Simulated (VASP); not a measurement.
Here is a VASP 6.6.1 calculation.

Contents of INCAR:

```
ALGO = Normal
EDIFF = 1E-6
ENCUT = 500
GGA = PE
GGA_COMPAT = False
ISIF = 2
ISMEAR = 0
LASPH = True
LCHARG = False
LREAL = False
LWAVE = False
NBANDS = 11
NELM = 120
PREC = Accurate
SIGMA = 0.01
```

KPOINTS

```
k-points
0
Gamma
  6 6 6
```

POSCAR

```
AlP
1.0
    0.0000000000      2.7538365335      2.7538365335
    2.7538365335      0.0000000000      2.7538365335
    2.7538365335      2.7538365335      0.0000000000
Al P
1 1
Direct
    0.0000000000      0.0000000000      0.0000000000
    0.2500000000      0.2500000000      0.2500000000
```

Potentials or basis: VASP PAW PBE potentials, release 64 (Al, P).

Run with:

```bash
$ cat potpaw_PBE.64/Al/POTCAR potpaw_PBE.64/P/POTCAR > POTCAR
$ mpirun -np 1 vasp_std > vasp.out
```

Q: What does it give for the pressure?

A: -0.1 GPa.

Q: Predict the band gap on the k mesh.

A: 1.63 eV, indirect (least direct gap 3.08 eV).

**The experiment to reproduce.**

From a printed reference work, data compilation, for a bulk crystal of AlP at 4.2 K: band gap 2.505 eV (indirect).

A measured gap of AlP is 2.505 eV (indirect; 4.2 K; a printed reference work, data compilation); the calculated 1.63 eV misses it by -0.88 eV. The value is that of PBE on a finite k mesh, which can miss the band edges, without temperature or zero-point motion. Semilocal functionals fall short of measured gaps as a rule.
